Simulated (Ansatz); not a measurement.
Clean, relaxed (100) surface of Ni, space group Fm-3m (No. 225) (top face towards +c; atoms held fixed, by place in the list: 1, 2):

```xyz
5
Lattice="2.4488 0.0000 0.0000 0.0000 2.4488 0.0000 0.0000 0.0000 23.9263" Properties=species:S:1:pos:R:3 pbc="T T T"
Ni    1.2244    1.2244    8.5000
Ni    0.0000    0.0000   10.2316
Ni    1.2244    1.2244   11.9722
Ni    0.0000    0.0000   13.7201
Ni    1.2244    1.2244   15.3859
```

Computed with Ansatz, DFT PBEsol, scalar-relativistic, plane waves, PAW. Cutoff 420 eV; k points 12×12×1 on the computed 5-atom cell (Γ-centred); Gaussian smearing, width 0.10 eV; collinear spin from starting moments 0.73 0.73 0.73 0.73 0.73 μB. A dipole correction removes the field between periodic images along c.

H (atom) is put at the top (Ni) at (0.50, 0.50) site, one adsorbate per 6.0 Å², and relaxed. E_ads counts from the clean slab and the free adsorbate (spin-polarised where it has unpaired electrons); negative means bound. Heights count from the highest slab atom after relaxation. Bonded neighbours lie within 1.25 times the sum of covalent radii (1.35 for H) and, on that scale, within 12 % of the closest. With the adsorbate the cell is lengthened along c to keep the vacuum.

Task: How strongly does it bind, and where does its anchoring atom end?

Result: -2.30 eV; at (0.50, 0.50), 1 bonded neighbour (Ni).

Task: How high does its anchoring atom sit over the highest slab atom, and what is the shortest contact with the surface?

Result: 1.46 Å; H–Ni 1.46 Å.

Task: The clean face has a work function of 5.07 eV. How does the adsorbate change it?

Result: By +0.45 eV.

Task: What spin moment does the cell carry?

Result: 2.65 μB.

Each end is the local minimum or symmetric point that its start leads to. The slab is only 6.9 Å thick, so the energies aren't converged with thickness.